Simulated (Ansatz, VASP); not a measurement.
**One calculation of I, two programs**

```
I
1.0
     3.61988    0.00000    0.00000
    -1.80994    3.13491    0.00000
     0.00000    0.00000   11.36558
I
4
Cartesian
  0.0000 0.0000 0.0000
  0.0000 0.0000 5.6828
  0.0000 2.0899 8.5242
  1.8099 1.0450 2.8414
```

Alike in both runs: functional PBEsol; k mesh 6 × 6 × 2; occupations gaussian, width 0.1 eV; no spin polarisation.

Ansatz relaxed the structure, and its values are those at the end. VASP's run is a single point on that final structure, the one shown.

|  | VASP | Ansatz |
| --- | --- | --- |
| version | VASP 6.6.1 | Ansatz 0.2.0 |
| potentials or method | VASP PAW PBE potentials, release 64 (I) | scalar-relativistic, plane waves, PAW |
| plane-wave cutoff (eV) | 520 | 420 |
| valence electrons in the cell | 28 | 68 |

|  | VASP | Ansatz | Ansatz less VASP |
| --- | --- | --- | --- |
| gap on the k mesh at the Fermi level (eV) | none | none | - |
| pressure (GPa) | -0.1 | -0.1 | 0.00 |

A gap of «none» marks a metal or a gap that the smearing closes. The two sets of potentials don't hold the same shells in valence.

Caveats: the PAW data sets were made with another functional, which shifts forces and pressure a little (VASP). Spin-orbit coupling is left out, which matters for the levels of I.
